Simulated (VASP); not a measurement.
**Cu: equation of state with PBE**

Cu:

```
Cu
1.0
     0.00000    1.80750    1.80750
     1.80750    0.00000    1.80750
     1.80750    1.80750    0.00000
Cu
1
Direct
  0.00000 0.00000 0.00000
```

```
Program                : VASP 6.6.1
Task                   : equation of state
Functional             : PBE
Potentials or basis    : VASP PAW PBE potentials, release 64 (Cu)
Cutoff                 : 520 eV
k mesh                 : 13 × 13 × 13
Occupations            : fermi-dirac, width 0.05 eV
Spin                   : no spin polarisation
Further INCAR settings : ALGO = Normal; EDIFF = 1e-07; NBANDS = 12
```

| Property | Result |
| --- | --- |
| Equilibrium volume | 12.00 Å³/atom |
| Bulk modulus | 139 GPa |
| Pressure derivative of the bulk modulus | 5.0 |

Energy against volume, from the lowest point:
```csv
volume (Å³/atom),energy (meV/atom)
11.102,33.84
11.338,17.55
11.574,6.89
11.810,1.24
12.047,0.00
12.283,2.70
12.519,8.91
```

All runs of the series together: 58 s on 1 thread of Intel(R) Xeon(R) 6975P-C (Granite Rapids), with other jobs on the host.

PBE usually gives volumes a little too large and moduli too small. Zero-point motion and thermal expansion aren't in these numbers.
